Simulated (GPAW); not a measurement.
The system is Te.

```xyz
3
Lattice="4.4540 0.0000 0.0000 -2.2270 3.8573 0.0000 0.0000 0.0000 5.9240" Properties=species:S:1:pos:R:3 pbc="T T T"
Te    1.6279    2.8197    0.0000
Te   -0.5991    1.0376    3.9493
Te    1.1981    0.0000    1.9747
```

| Property | Result |
| --- | --- |
| Program | GPAW 26.7.0 |
| Task | relaxation of cell and atoms |
| Functional | PBEsol |
| Dispersion | D4 |
| Potentials or basis | PAW data sets generated in the run's folder for this functional |
| Cutoff | 600 eV |
| Basis | pw |
| k mesh | 5 × 5 × 3 |
| Occupations | fermi-dirac, width 0.05 eV |
| Spin | no spin polarisation |

At the start: pressure -2.5 GPa; volume 33.93 Å³/atom.

Question: How do energy, volume and symmetry change on relaxing?

Answer: Over 12 steps the energy falls by 32.7 meV/atom and the volume is 30.73 Å³/atom (-9.4 %); space group P3_121 (No. 152, to 0.05 Å).

The path:
```csv
step,energy change (eV),largest force (eV/Å),pressure (GPa),volume (Å³)
1,0.0000,0.0766,-2.51,101.78
2,-0.0116,0.1097,-2.20,101.01
3,-0.0537,0.3361,0.48,95.28
4,-0.0586,0.3047,0.36,95.23
5,-0.0920,0.0314,0.25,92.73
6,-0.0935,0.0158,0.03,92.71
7,-0.0939,0.0355,-0.06,92.67
8,-0.0945,0.0490,-0.13,92.61
9,-0.0956,0.0599,-0.20,92.47
10,-0.0970,0.0514,-0.20,92.31
11,-0.0978,0.0228,-0.10,92.21
12,-0.0980,0.0021,-0.01,92.20
```

Final structure:
```
CELL_PARAMETERS angstrom
4.23795 0.00000 -0.00001
-2.11898 3.67017 0.00001
-0.00001 0.00001 5.92744
ATOMIC_POSITIONS crystal
Te 0.71043 0.71043 0.00000
Te 0.00000 0.28957 0.66667
Te 0.28957 0.00000 0.33333
```

Caveat: later steps reuse the first step's grids.
